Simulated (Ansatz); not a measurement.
A calculation with Ansatz 0.2.0 of GaP (native input, structure typed inline):

input.yaml

```yaml
crystal:
  lattice:
    - [0.0, 2.72525, 2.72525]
    - [2.72525, 0.0, 2.72525]
    - [2.72525, 2.72525, 0.0]
  atoms:
    - { symbol: Ga, position: [0.0, 0.0, 0.0] }
    - { symbol: P, position: [0.75, 0.75, 0.75] }
hamiltonian:
  xc: blyp
  pseudopotentials: { kind: paw_fr }
magnetization:
  noncollinear: true
  spin_orbit: true
kpoints:
  mp_grid: { grid: [8, 8, 8] }
  band_path:
    path:
      - [[0.0, 0.0, 0.0], [0.5, 0.0, 0.5], [0.5, 0.25, 0.75], [0.375, 0.375, 0.75], [0.0, 0.0, 0.0], [0.5, 0.5, 0.5], [0.625, 0.25, 0.625], [0.5, 0.25, 0.75], [0.5, 0.5, 0.5], [0.375, 0.375, 0.75]]
      - [[0.625, 0.25, 0.625], [0.5, 0.0, 0.5]]
    npoints: 14
scf:
  occupations: { method: fixed }
  n_extra_bands: 6
output:
  forces: true
  stress: true
  eigenvalues: true
  fatbands: false
  topological_invariants: true
```

Potentials or basis: Ansatz PAW.

Command:

```sh
$ ansatz run input.yaml --threads 2 --pin off --max-ram 5120MiB --backend cpu --events-out ev --progress --plain --runs-dir out
```

Write the same calculation in another form: ASE script, structure from a POSCAR.

As run:

run.py

```python
import json

import ase.io
import numpy as np

import ansatz as az

atoms = ase.io.read("POSCAR", format="vasp")

calculation = (
    az.Crystal.from_ase(atoms)
    .calculation()
    .kpoints(8, 8, 8)
    .functional("blyp")
    .pseudopotentials(kind="paw_fr")
    .spin("noncollinear", soc=True)
    .scf(extra_bands=6)
    .occupations(method="fixed")
    .band_structure(path=(((0.0, 0.0, 0.0), (0.5, 0.0, 0.5), (0.5, 0.25, 0.75), (0.375, 0.375, 0.75), (0.0, 0.0,
        0.0), (0.5, 0.5, 0.5), (0.625, 0.25, 0.625), (0.5, 0.25, 0.75), (0.5, 0.5, 0.5), (0.375, 0.375, 0.75)),
        ((0.625, 0.25, 0.625), (0.5, 0.0, 0.5))), intervals=14)
    .topological_invariants()
    .forces()
    .stress()
    .band_table(publish=True)
)
outcome = calculation.run(threads=2, events_out="events.jsonl")

report = outcome.report
for line in open("events.jsonl"):
    event = json.loads(line)
    if event["event"] == "scf_iter":
        d = event["data"]
        print(f"SCF {d['iter']:3d}  HF = {d['harris_foulkes_ev']:.6f} eV  dr2 = {d['dr2_ev']:.2e} eV")
    elif event["event"] in ("relax_step", "md_step"):
        d = event["data"]
        print(f"{event['event']} {d['step']:3d}  E = {d['lagrangian_ev']:.6f} eV")
np.set_printoptions(precision=5, suppress=True, linewidth=110)
print("converged:", report["converged"], "after", report["n_iterations"], "iterations")
print(f"free energy {report['free_energy_ev']:.6f} eV, Fermi level {report['fermi_energy_ev']:.4f} eV")
for key in ("band_edges_ev", "magnetization_mub", "site_moments_mub", "site_moments_nc_mub", "forces_ev_ang",
                "stress_gpa", "kpoints_frac", "eigenvalues_ev"):
    if report.get(key) is not None:
        print(key, np.array(report[key]), sep="\n")
```

The input POSCAR:

```
GaP
1.0
    0.0000000000      2.7252500000      2.7252500000
    2.7252500000      0.0000000000      2.7252500000
    2.7252500000      2.7252500000      0.0000000000
Ga P
1 1
Direct
    0.0000000000      0.0000000000      0.0000000000
    0.7500000000      0.7500000000      0.7500000000
```

Potentials or basis: Ansatz PAW.

Run with:

```sh
$ python run.py
```

Both were run:

|  | native input, structure typed inline | ASE script, structure from a POSCAR |
| --- | --- | --- |
| Pressure | 6.2 GPa | 6.2 GPa |
| Band gap on the k mesh | 1.64 eV, indirect (least direct gap 1.68 eV) | 1.64 eV, indirect (least direct gap 1.68 eV) |
| Band gap along the path | 1.64 eV, indirect (least direct gap 1.68 eV) | 1.64 eV, indirect (least direct gap 1.68 eV) |

Keys that steer only the numerical path or the files written may differ.

Caveat: the potentials were made for another functional, which shifts forces and pressure.
